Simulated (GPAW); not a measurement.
Crystal: Fe3Ge.

```xyz
4
Lattice="3.6605 0.0000 0.0000 0.0000 3.6605 0.0000 0.0000 0.0000 3.6605" Properties=species:S:1:pos:R:3 pbc="T T T"
Ge    0.0000    0.0000    0.0000
Fe    1.8303    0.0000    1.8303
Fe    1.8303    1.8303    0.0000
Fe    0.0000    1.8303    1.8303
```

The cell comes from a database or a generator and needn't be the stable form of this composition.

Base run:

| Quantity | Value |
| --- | --- |
| Program | GPAW 26.7.0 |
| Functional | PBEsol |
| Potentials or basis | PAW data sets generated in the run's folder for this functional |
| Cutoff | 600 eV |
| Basis | pw |
| k mesh | 7 × 7 × 7 |
| Occupations | fermi-dirac, width 0.05 eV |
| Spin | collinear spin, ferromagnetic start |
| Starting moments | [0.0, 3.0, 3.0, 3.0] μB |

Its results: pressure -9.9 GPa; net moment 6.40 μB per cell; site moments Ge -0.08; Fe +2.16 μB.

Q: The run is repeated on the same cell with these changes: functional from PBEsol to LDA; potentials or basis from PAW data sets generated in the run's folder for this functional to the program's PAW data sets (release 1.2.1) made for this functional. What comes out?

A: Pressure -18.0 GPa; net moment 6.27 μB per cell; site moments Ge -0.07; Fe +2.09 μB.

Not every run made on this cell is shown here.
